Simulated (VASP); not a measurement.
## Nb5N4: single point with PBE

Slab: Nb5N4, a slab with vacuum.

```
Nb N
1.0
     2.94000    0.00000    0.00000
    -1.47000    2.54611    0.00000
     0.00000    0.00000   26.16000
Nb N
5 4
Direct
  0.00000 0.00000 0.28670
  0.00000 0.00000 0.39335
  0.00000 0.00000 0.50000
  0.00000 0.00000 0.60665
  0.00000 0.00000 0.71330
  0.66667 0.33333 0.34002
  0.66667 0.33333 0.44667
  0.66667 0.33333 0.55333
  0.66667 0.33333 0.65998
```

```
Program                : VASP 6.6.1
Task                   : single point
Functional             : PBE
Potentials or basis    : VASP PAW PBE potentials, release 54 (Nb_pv, N)
Cutoff                 : 900 eV
k mesh                 : 7 × 7 × 1
Occupations            : fermi-dirac, width 0.05 eV
Spin                   : no spin polarisation
Dipole correction      : yes
Further INCAR settings : ALGO = Normal; EDIFF = 1e-06
```

```
Largest force          : 1.494 eV/Å
Band gap on the k mesh : none (metal or under the smearing width)
```

Forces on the atoms (eV/Å):
```
Nb   0.000  0.000 -1.494
Nb   0.000  0.000 -0.481
Nb   0.000  0.000  0.000
Nb   0.000  0.000  0.481
Nb   0.000  0.000  1.494
N    0.000  0.000  0.109
N    0.000  0.000  0.020
N    0.000  0.000 -0.020
N    0.000  0.000 -0.109
```

Levels at points of the mesh, in eV from the Fermi level:
```csv
k point,band 35,band 36,band 37,band 38,band 39,band 40,band 41,band 42
"(0.00, 0.00, 0.00)",-0.59,-0.18,-0.18,-0.17,0.11,0.11,0.49,0.49
```

Run time: 4.9 min on 1 thread of Intel(R) Xeon(R) Platinum 8559C (Emerald Rapids), on a shared host, peak memory 0.55 GiB.
